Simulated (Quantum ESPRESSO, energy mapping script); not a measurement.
## MnS (Browneite): exchange couplings from total energies

How strongly do the moments of MnS (Browneite) couple under PBE+U (4 eV), QE, GBRV? The plan is to run several orders and fit a Heisenberg model.

Calculated with Quantum ESPRESSO 7.5; PBE with U = 4 eV on Mn d, ortho-atomic projectors; plane waves, U on orthogonalised atomic orbitals unless named otherwise, collinear spin, no spin–orbit coupling.

**1. Set-up**

It takes space group F-43m (No. 216, cubic). Conventional cell: a = 5.600 Å, b = 5.600 Å, c = 5.600 Å, α = 90.00°, β = 90.00°, γ = 90.00°. Nearest to Mn lie 4 S at 2.42 Å. Nearest to S lie 4 Mn at 2.42 Å. Farther neighbours and most contacts between anions are not listed.

A Hubbard U penalises fractional filling of the shell. It raises the cost of virtual hops to the neighbours, so couplings that rest on such hops usually weaken. These runs use Quantum ESPRESSO.

**2. Run 1 (parallel; cell A, 4 atoms)**

Each cell gets its own parallel run on the same mesh, so that most of the mesh error cancels in the differences.

The potential files are GBRV's for PBE; pw.x takes the functional from them.

pw.in

```
&control
  calculation = 'scf'
  prefix = 'pw'
  outdir = './tmp/'
  pseudo_dir = './pseudo/'
  verbosity = 'low'
/
&system
  ibrav = 0
  nat = 4
  ntyp = 2
  ecutwfc = 45
  ecutrho = 360
  nbnd = 38
  occupations = 'smearing'
  smearing = 'fd'
  degauss = 0.00367493
  nspin = 2
  starting_magnetization(1) = 0.3000
/
&electrons
  conv_thr = 1.0e-08
  electron_maxstep = 120
  mixing_beta = 0.3
  mixing_mode = 'plain'
/
ATOMIC_SPECIES
  Mn 54.9380 Mn.upf
  S 32.0600 S.upf
CELL_PARAMETERS angstrom
  0.00000000 -2.80000000 -2.80000000
  0.00000000 2.80000000 -2.80000000
  5.60000000 0.00000000 0.00000000
ATOMIC_POSITIONS crystal
  Mn 0.50000000 0.50000000 0.50000000
  Mn 0.00000000 0.00000000 0.00000000
  S 0.00000000 0.50000000 0.75000000
  S 0.50000000 0.00000000 0.25000000
K_POINTS automatic
  5 5 4 0 0 0
HUBBARD {ortho-atomic}
U Mn-3d 4
```

The run is started by

```sh
> OMP_NUM_THREADS=1 mpirun -n 4 pw.x -nk 4 -in pw.in > pw.out
```

The log of the run:

```text
Program PWSCF v.7.5 starts
[...]
unit-cell volume          =     592.5578 (a.u.)^3
     number of atoms/cell      =            4
[...]
number of electrons       =        42.00
     number of Kohn-Sham states=           38
     kinetic-energy cutoff     =      45.0000  Ry
     charge density cutoff     =     360.0000  Ry
     scf convergence threshold =      1.0E-08
[...]
Exchange-correlation=  SLA  PW   PBX  PBC
[...]
Hubbard projectors: ortho-atomic
     Hubbard parameters of DFT+U (Dudarev formulation) in eV:
[...]
atomic species   magnetization
[...]
8 Sym. Ops. (no inversion) found
[...]
number of k points=    18  Fermi-Dirac smearing, width (Ry)=  0.0037
[...]
Number of occupied Hubbard levels =   10.0000
     Atomic wfc used for Hubbard projectors are orthogonalized
[...]
iteration #  1     ecut=    45.00 Ry     beta= 0.30
[...]
Number of occupied Hubbard levels =    9.9459
     total energy              =    -470.45642007 Ry
     estimated scf accuracy    <       1.03397065 Ry
     total magnetization       =    10.00 Bohr mag/cell
     absolute magnetization    =    10.00 Bohr mag/cell
     iteration #  2     ecut=    45.00 Ry     beta= 0.30
[...]
total energy              =    -470.63735584 Ry
     estimated scf accuracy    <       0.04784505 Ry
     total magnetization       =    10.00 Bohr mag/cell
     absolute magnetization    =    10.00 Bohr mag/cell
     iteration #  3     ecut=    45.00 Ry     beta= 0.30
[...]
total energy              =    -470.65336654 Ry
     estimated scf accuracy    <       0.01970124 Ry
     total magnetization       =    10.00 Bohr mag/cell
     absolute magnetization    =    10.00 Bohr mag/cell
     iteration #  4     ecut=    45.00 Ry     beta= 0.30
[...]
total energy              =    -470.65465271 Ry
     estimated scf accuracy    <       0.00254745 Ry
     total magnetization       =    10.00 Bohr mag/cell
     absolute magnetization    =    10.00 Bohr mag/cell
     iteration #  5     ecut=    45.00 Ry     beta= 0.30
[...]
total energy              =    -470.65507794 Ry
     estimated scf accuracy    <       0.00016473 Ry
     total magnetization       =    10.00 Bohr mag/cell
     absolute magnetization    =    10.00 Bohr mag/cell
     iteration #  6     ecut=    45.00 Ry     beta= 0.30
[...]
total energy              =    -470.65512314 Ry
     estimated scf accuracy    <       0.00003774 Ry
     total magnetization       =    10.00 Bohr mag/cell
     absolute magnetization    =    10.00 Bohr mag/cell
     iteration #  7     ecut=    45.00 Ry     beta= 0.30
[...]
total energy              =    -470.65513823 Ry
     estimated scf accuracy    <       0.00004555 Ry
     total magnetization       =    10.00 Bohr mag/cell
     absolute magnetization    =    10.00 Bohr mag/cell
     iteration #  8     ecut=    45.00 Ry     beta= 0.30
[...]
total energy              =    -470.65514817 Ry
     estimated scf accuracy    <       0.00000026 Ry
     total magnetization       =    10.00 Bohr mag/cell
     absolute magnetization    =    10.00 Bohr mag/cell
     iteration #  9     ecut=    45.00 Ry     beta= 0.30
[...]
total energy              =    -470.65514856 Ry
     estimated scf accuracy    <       0.00000008 Ry
     total magnetization       =    10.00 Bohr mag/cell
     absolute magnetization    =    10.00 Bohr mag/cell
     iteration # 10     ecut=    45.00 Ry     beta= 0.30
[...]
Magnetic moment per site  (integrated on atomic sphere of radius R)
     atom   1 (R=0.253)  charge= 12.9050  magn=  4.3634
     atom   2 (R=0.253)  charge= 12.9056  magn=  4.3637
     atom   3 (R=0.253)  charge=  4.2532  magn=  0.0494
     atom   4 (R=0.253)  charge=  4.2532  magn=  0.0494
     End of self-consistent calculation
     =================== HUBBARD OCCUPATIONS ===================
     ------------------------ ATOM    1 ------------------------
     Tr[ns(  1)] (up, down, total) =   4.95761  0.26095  5.21856
     Atomic magnetic moment for atom   1 =   4.69666
     SPIN  1
     eigenvalues:
       0.989  0.989  0.989  0.996  0.996
     eigenvectors (columns):
      -0.000 -0.000  0.000  0.500 -0.866
       0.000 -0.252  0.968 -0.000  0.000
       1.000  0.000 -0.000 -0.000 -0.000
      -0.000  0.000 -0.000 -0.866 -0.500
      -0.000  0.968  0.252  0.000  0.000
     occupation matrix ns (before diag.):
       0.996 -0.000  0.000  0.000  0.000
      -0.000  0.989 -0.000  0.000  0.000
       0.000 -0.000  0.989  0.000  0.000
       0.000  0.000  0.000  0.996 -0.000
[...]
SPIN  2
     eigenvalues:
[...]
eigenvectors (columns):
[...]
occupation matrix ns (before diag.):
[...]
------------------------ ATOM    2 ------------------------
     Tr[ns(  2)] (up, down, total) =   4.95761  0.26095  5.21856
     Atomic magnetic moment for atom   2 =   4.69666
     SPIN  1
     eigenvalues:
[...]
eigenvectors (columns):
[...]
occupation matrix ns (before diag.):
[...]
SPIN  2
     eigenvalues:
[...]
eigenvectors (columns):
[...]
occupation matrix ns (before diag.):
       0.022 -0.000 -0.000  0.000  0.000
      -0.000  0.072 -0.000  0.000  0.000
      -0.000 -0.000  0.072  0.000  0.000
       0.000  0.000  0.000  0.022 -0.000
       0.000  0.000  0.000 -0.000  0.072
     Number of occupied Hubbard levels =   10.4371
 ------ SPIN UP ------------
          k = 0.0000 0.0000 0.0000 (  2983 PWs)   bands (ev):
   -74.9949 -74.9948 -43.7252 -43.7232 -43.7232 -43.7219 -43.7218 -43.7218
    -6.2712  -5.4723   0.8030   1.0086   1.0086   1.0090   1.7479   1.7479
     1.9943   1.9945   2.1888   2.2625   3.3567   4.6491   4.6491   7.1680
     7.1680   7.1684   8.4441  10.0542  11.7157  13.2553  13.2553  13.2561
    16.6387  18.0282  18.0286  18.1645  18.1645  18.9170
          k = 0.1768 0.0000 0.0000 (  3015 PWs)   bands (ev):
   -74.9949 -74.9948 -43.7247 -43.7230 -43.7230 -43.7225 -43.7220 -43.7220
    -6.1599  -5.5941   0.8227   0.9558   1.0845   1.0845   1.5903   1.5903
     1.9474   1.9777   2.0224   2.1599   4.0442   5.0128   5.0128   6.3040
     6.7524   6.7524   9.5109  10.2659  11.8445  12.6968  13.7738  13.7738
    15.7406  16.3670  16.7715  16.7715  18.1266  18.7434
          k =-0.3536 0.0000-0.0000 (  2982 PWs)   bands (ev):
   -74.9949 -74.9949 -43.7236 -43.7236 -43.7225 -43.7225 -43.7225 -43.7225
    -5.8826  -5.8826   0.8665   0.8665   1.3009   1.3009   1.3009   1.3009
[...]
15.0596  15.0596  15.0596  15.0596  18.3996  18.3996
          k = 0.0000 0.1414-0.1414 (  2996 PWs)   bands (ev):
[...]
15.7880  16.3497  16.8021  17.1080  17.5142  19.1129
          k = 0.1768 0.1414-0.1414 (  3014 PWs)   bands (ev):
[...]
14.5740  15.5980  16.9434  17.3290  17.5216  18.5372
          k =-0.3536 0.1414-0.1414 (  3008 PWs)   bands (ev):
[...]
14.5248  14.5248  16.6856  16.6856  18.5407  18.5407
          k = 0.0000 0.2828-0.2828 (  3028 PWs)   bands (ev):
[...]
14.4402  14.9071  16.4062  17.5402  17.7644  18.9140
          k = 0.1768 0.2828-0.2828 (  3010 PWs)   bands (ev):
[...]
14.3456  14.8187  17.3956  18.1281  18.3028  18.5599
          k =-0.3536 0.2828-0.2828 (  3004 PWs)   bands (ev):
[...]
14.3694  14.3695  18.1724  18.1724  18.8280  18.8281
          k = 0.0000 0.0000-0.2828 (  3009 PWs)   bands (ev):
[...]
14.5502  14.9687  15.3630  18.2736  18.5498  20.1662
          k = 0.1768 0.0000-0.2828 (  3025 PWs)   bands (ev):
[...]
k =-0.3536 0.0000-0.2828 (  3034 PWs)   bands (ev):
[...]
k = 0.0000 0.1414-0.4243 (  3027 PWs)   bands (ev):
[...]
k = 0.1768 0.1414-0.4243 (  3028 PWs)   bands (ev):
[...]
k =-0.3536 0.1414-0.4243 (  3016 PWs)   bands (ev):
[...]
k = 0.0000 0.0000-0.5657 (  3048 PWs)   bands (ev):
[...]
k = 0.1768 0.0000-0.5657 (  3029 PWs)   bands (ev):
[...]
k =-0.3536 0.0000-0.5657 (  3028 PWs)   bands (ev):
[...]
------ SPIN DOWN ----------
          k = 0.0000 0.0000 0.0000 (  2983 PWs)   bands (ev):
[...]
k = 0.1768 0.0000 0.0000 (  3015 PWs)   bands (ev):
[...]
k =-0.3536 0.0000-0.0000 (  2982 PWs)   bands (ev):
[...]
k =-0.3536 0.1414-0.1414 (  3008 PWs)   bands (ev):
[...]
k =-0.3536 0.2828-0.2828 (  3004 PWs)   bands (ev):
[...]
k = 0.1768 0.0000-0.2828 (  3025 PWs)   bands (ev):
[...]
k =-0.3536 0.0000-0.2828 (  3034 PWs)   bands (ev):
[...]
k = 0.0000 0.1414-0.4243 (  3027 PWs)   bands (ev):
[...]
k = 0.1768 0.1414-0.4243 (  3028 PWs)   bands (ev):
[...]
15.8977  16.3065  18.0554  18.4019  19.6891  19.7124
          k =-0.3536 0.1414-0.4243 (  3016 PWs)   bands (ev):
[...]
15.7850  15.7850  18.6925  18.6926  19.5989  19.5990
          k = 0.0000 0.0000-0.5657 (  3048 PWs)   bands (ev):
[...]
17.3391  18.1201  18.1202  19.0720  19.5118  20.3269
          k = 0.1768 0.0000-0.5657 (  3029 PWs)   bands (ev):
[...]
10.7915  10.8467  12.9014  13.0054  13.9679  14.2064  15.5553  16.4164
    16.8853  17.3455  18.1891  18.3264  19.7321  20.3182
          k =-0.3536 0.0000-0.5657 (  3028 PWs)   bands (ev):
   -69.8689 -69.8689 -38.7116 -38.7116 -38.7105 -38.7105 -38.7093 -38.7093
    -5.1670  -5.1670   3.0797   3.0798   3.4109   3.4109   4.3041   4.3041
     8.8944   8.8944   9.6853   9.6853  10.2607  10.2607  10.6402  10.6402
    11.0306  11.0306  13.7560  13.7561  14.1556  14.1557  14.9333  14.9333
    16.4173  16.4173  18.6286  18.6287  19.6065  19.6065
     the Fermi energy is     7.8108 ev
!    total energy              =    -470.65514872 Ry
     estimated scf accuracy    <          3.5E-09 Ry
     smearing contrib. (-TS)   =      -0.00000001 Ry
     internal energy E=F+TS    =    -470.65514871 Ry
     The total energy is F=E-TS. E is the sum of the following terms:
     one-electron contribution =    -315.49792561 Ry
     hartree contribution      =     168.64816617 Ry
     xc contribution           =     -70.45195156 Ry
     ewald contribution        =    -253.43760863 Ry
     Hubbard energy            =       0.08417091 Ry
     total magnetization       =    10.00 Bohr mag/cell
     absolute magnetization    =    10.00 Bohr mag/cell
     convergence has been achieved in  10 iterations
=------------------------------------------------------------------------------=
   JOB DONE.
=------------------------------------------------------------------------------=
```

Wall time 17 s (4 MPI ranks of Arm Neoverse V2, shared host); peak memory 0.46 GiB; 68 s of CPU time.

Spin moment in the sphere by atom:

```
atom  spin moment in the sphere (μB)
 Mn1                            4.36
 Mn2                            4.36
  S3                            0.05
  S4                            0.05
```

The run ends ferromagnetic.

**3. Compensated +− start in cell A (4 atoms)**

This order reverses 8 of the 12 neighbours at 3.96 Å, 0 of the 6 neighbours at 5.60 Å and 16 of the 24 neighbours at 6.86 Å, counted for an average magnetic atom.

Changes to pw.in since step 2:

```diff
@@ -10,6 +10,6 @@
   nat = 4
-  ntyp = 2
+  ntyp = 3
   ecutwfc = 45
   ecutrho = 360
-  nbnd = 38
+  nbnd = 33
   occupations = 'smearing'
@@ -19,2 +19,3 @@
   starting_magnetization(1) = 0.3000
+  starting_magnetization(2) = -0.3000
 /
@@ -27,3 +28,4 @@
 ATOMIC_SPECIES
-  Mn 54.9380 Mn.upf
+  Mn1 54.9380 Mn.upf
+  Mn2 54.9380 Mn.upf
   S 32.0600 S.upf
@@ -34,4 +36,4 @@
 ATOMIC_POSITIONS crystal
-  Mn 0.50000000 0.50000000 0.50000000
-  Mn 0.00000000 0.00000000 0.00000000
+  Mn1 0.50000000 0.50000000 0.50000000
+  Mn2 0.00000000 0.00000000 0.00000000
   S 0.00000000 0.50000000 0.75000000
@@ -41,2 +43,3 @@
 HUBBARD {ortho-atomic}
-U Mn-3d 4
+U Mn1-3d 4
+U Mn2-3d 4
```

The log of the run:

```text
[banner, memory and clock lines left out]
Program PWSCF v.7.5 starts
[...]
unit-cell volume          =     592.5578 (a.u.)^3
     number of atoms/cell      =            4
[...]
number of electrons       =        42.00
     number of Kohn-Sham states=           33
     kinetic-energy cutoff     =      45.0000  Ry
     charge density cutoff     =     360.0000  Ry
     scf convergence threshold =      1.0E-08
[...]
Exchange-correlation=  SLA  PW   PBX  PBC
[...]
Hubbard projectors: ortho-atomic
     Hubbard parameters of DFT+U (Dudarev formulation) in eV:
[...]
atomic species   magnetization
[...]
8 Sym. Ops. (no inversion) found
[...]
number of k points=    18  Fermi-Dirac smearing, width (Ry)=  0.0037
[...]
Number of occupied Hubbard levels =   10.0000
     Atomic wfc used for Hubbard projectors are orthogonalized
[...]
iteration #  1     ecut=    45.00 Ry     beta= 0.30
[...]
Number of occupied Hubbard levels =    9.9512
     total energy              =    -470.45413060 Ry
     estimated scf accuracy    <       1.07680018 Ry
     total magnetization       =     0.00 Bohr mag/cell
     absolute magnetization    =     9.50 Bohr mag/cell
     iteration #  2     ecut=    45.00 Ry     beta= 0.30
[...]
total energy              =    -470.64998492 Ry
     estimated scf accuracy    <       0.04652335 Ry
     total magnetization       =     0.00 Bohr mag/cell
     absolute magnetization    =     9.61 Bohr mag/cell
     iteration #  3     ecut=    45.00 Ry     beta= 0.30
[...]
total energy              =    -470.66747837 Ry
     estimated scf accuracy    <       0.02168743 Ry
     total magnetization       =     0.00 Bohr mag/cell
     absolute magnetization    =     9.60 Bohr mag/cell
[...]
total energy              =    -470.67044743 Ry
[...]
iteration # 11     ecut=    45.00 Ry     beta= 0.30
[...]
total energy              =    -470.67044738 Ry
     estimated scf accuracy    <       0.00000023 Ry
     total magnetization       =     0.00 Bohr mag/cell
     absolute magnetization    =     9.66 Bohr mag/cell
     iteration # 12     ecut=    45.00 Ry     beta= 0.30
[...]
Magnetic moment per site  (integrated on atomic sphere of radius R)
     atom   1 (R=0.253)  charge= 12.9106  magn=  4.2924
     atom   2 (R=0.253)  charge= 12.9112  magn= -4.2927
     atom   3 (R=0.253)  charge=  4.2452  magn= -0.0000
[...]
eigenvectors (columns):
[...]
occupation matrix ns (before diag.):
[...]
------------------------ ATOM    2 ------------------------
     Tr[ns(  2)] (up, down, total) =   0.30747  4.94715  5.25462
     Atomic magnetic moment for atom   2 =  -4.63968
     SPIN  1
     eigenvalues:
[...]
eigenvectors (columns):
[...]
occupation matrix ns (before diag.):
[...]
SPIN  2
     eigenvalues:
[...]
eigenvectors (columns):
[...]
occupation matrix ns (before diag.):
[...]
-0.000  0.000  0.000  0.995 -0.000
       0.000  0.000  0.000 -0.000  0.986
     Number of occupied Hubbard levels =   10.5092
 ------ SPIN UP ------------
          k = 0.0000 0.0000 0.0000 (  2983 PWs)   bands (ev):
   -74.9339 -69.8760 -43.6685 -43.6591 -43.6591 -38.7177 -38.7177 -38.7137
    -6.1916  -5.3370   1.2562   1.4008   1.4008   1.6015   2.1519   3.1349
     4.1797   4.1797   5.6864   6.0484   6.0484   8.8362   9.5284   9.7782
[...]
16.9287
          k = 0.1768 0.0000 0.0000 (  3015 PWs)   bands (ev):
[...]
16.1344
          k =-0.3536 0.0000-0.0000 (  2982 PWs)   bands (ev):
[...]
15.8347
          k = 0.0000 0.1414-0.1414 (  2996 PWs)   bands (ev):
[...]
k = 0.1768 0.1414-0.1414 (  3014 PWs)   bands (ev):
[...]
k =-0.3536 0.1414-0.1414 (  3008 PWs)   bands (ev):
[...]
k = 0.0000 0.2828-0.2828 (  3028 PWs)   bands (ev):
[...]
k =-0.3536 0.2828-0.2828 (  3004 PWs)   bands (ev):
[...]
------ SPIN DOWN ----------
          k = 0.0000 0.0000 0.0000 (  2983 PWs)   bands (ev):
[...]
k = 0.1768 0.0000 0.0000 (  3015 PWs)   bands (ev):
[...]
k =-0.3536 0.1414-0.4243 (  3016 PWs)   bands (ev):
[...]
k = 0.0000 0.0000-0.5657 (  3048 PWs)   bands (ev):
[...]
k = 0.1768 0.0000-0.5657 (  3029 PWs)   bands (ev):
[...]
16.4577
          k =-0.3536 0.0000-0.5657 (  3028 PWs)   bands (ev):
[...]
2.9817   3.7176   4.0594   4.6087   4.7781   9.4542   9.5337  10.1326
    10.2726  10.5499  12.8740  12.9585  13.0445  14.0110  14.1558  14.7572
    15.9079
     the Fermi energy is     7.2719 ev
!    total energy              =    -470.67044745 Ry
     estimated scf accuracy    <          2.1E-09 Ry
     smearing contrib. (-TS)   =      -0.00000000 Ry
     internal energy E=F+TS    =    -470.67044745 Ry
     The total energy is F=E-TS. E is the sum of the following terms:
     one-electron contribution =    -315.59006631 Ry
     hartree contribution      =     168.67551161 Ry
     xc contribution           =     -70.41736068 Ry
     ewald contribution        =    -253.43760863 Ry
     Hubbard energy            =       0.09907654 Ry
     total magnetization       =     0.00 Bohr mag/cell
     absolute magnetization    =     9.66 Bohr mag/cell
     convergence has been achieved in  12 iterations
```

Wall time 19 s (4 MPI ranks); peak memory 0.63 GiB; 77 s of CPU time.

Spin moment in the sphere by atom:

```
atom  spin moment in the sphere (μB)
 Mn1                            4.29
 Mn2                           -4.29
  S3                            0.00
  S4                            0.00
```

The run ends antiferromagnetic, 104.08 meV a magnetic atom below the parallel order of its cell.

**4. Run 3 (parallel; cell B, 4 atoms)**

A new cell needs its own zero of energy.

This run holds the same structure in another cell (c 5.600 → 6.859 Å, α 90.0 → 73.2°, β 90.0 → 73.2°, γ 90.0 → 60.0°).

pw.in

```
&control
  calculation = 'scf'
  prefix = 'pw'
  outdir = './tmp/'
  pseudo_dir = './pseudo/'
  verbosity = 'low'
/
&system
  ibrav = 0
  nat = 4
  ntyp = 2
  ecutwfc = 45
  ecutrho = 360
  nbnd = 38
  occupations = 'smearing'
  smearing = 'fd'
  degauss = 0.00367493
  nspin = 2
  starting_magnetization(1) = 0.3000
/
&electrons
  conv_thr = 1.0e-08
  electron_maxstep = 120
  mixing_beta = 0.3
  mixing_mode = 'plain'
/
ATOMIC_SPECIES
  Mn 54.9380 Mn.upf
  S 32.0600 S.upf
CELL_PARAMETERS angstrom
  0.00000000 -2.80000000 -2.80000000
  -2.80000000 0.00000000 -2.80000000
  2.80000000 2.80000000 -5.60000000
ATOMIC_POSITIONS crystal
  Mn 0.50000000 0.50000000 0.50000000
  Mn 0.00000000 0.00000000 0.00000000
  S 0.12500000 0.12500000 0.62500000
  S 0.62500000 0.62500000 0.12500000
K_POINTS automatic
  6 6 6 0 0 0
HUBBARD {ortho-atomic}
U Mn-3d 4
```

The log of the run:

```text
[banner, memory and clock lines left out]
Program PWSCF v.7.5 starts
[...]
unit-cell volume          =     592.5578 (a.u.)^3
     number of atoms/cell      =            4
[...]
number of electrons       =        42.00
     number of Kohn-Sham states=           38
     kinetic-energy cutoff     =      45.0000  Ry
     charge density cutoff     =     360.0000  Ry
[...]
The total energy is F=E-TS. E is the sum of the following terms:
     one-electron contribution =    -315.49617270 Ry
     hartree contribution      =     168.64580383 Ry
     xc contribution           =     -70.45148581 Ry
     ewald contribution        =    -253.43760863 Ry
     Hubbard energy            =       0.08416909 Ry
     total magnetization       =    10.00 Bohr mag/cell
     absolute magnetization    =    10.00 Bohr mag/cell
     convergence has been achieved in  10 iterations
[key lines of the parts left out:]
!    total energy              =    -470.65529422 Ry
the Fermi energy is     7.7984 ev
```

Run time: 31 s. Hardware: 4 MPI ranks; peak memory 0.64 GiB; 2 min of CPU time.

The run ends ferromagnetic. For each magnetic atom its energy differs from the parallel run of the first cell by -0.99 meV, an error that one common reference would have brought in.

[end of part 1 of 3]

[Logs and program files are shortened in this print: banners, set-up blocks, solver, clock and traceback lines can be left out without a mark of their own.]

[Logs are printed without paths, hosts, clocks, repeated set-up lines and the standing remarks that a program may print on its own settings, such as how far it seeks lower states.]

[Hosts, paths, dates, database ids (printed as entryN), source tags and the programs' standing remarks are cut or masked in the printed files.]

[Where a cell is said to come from a database of computed structures, the database is the Materials Project.]
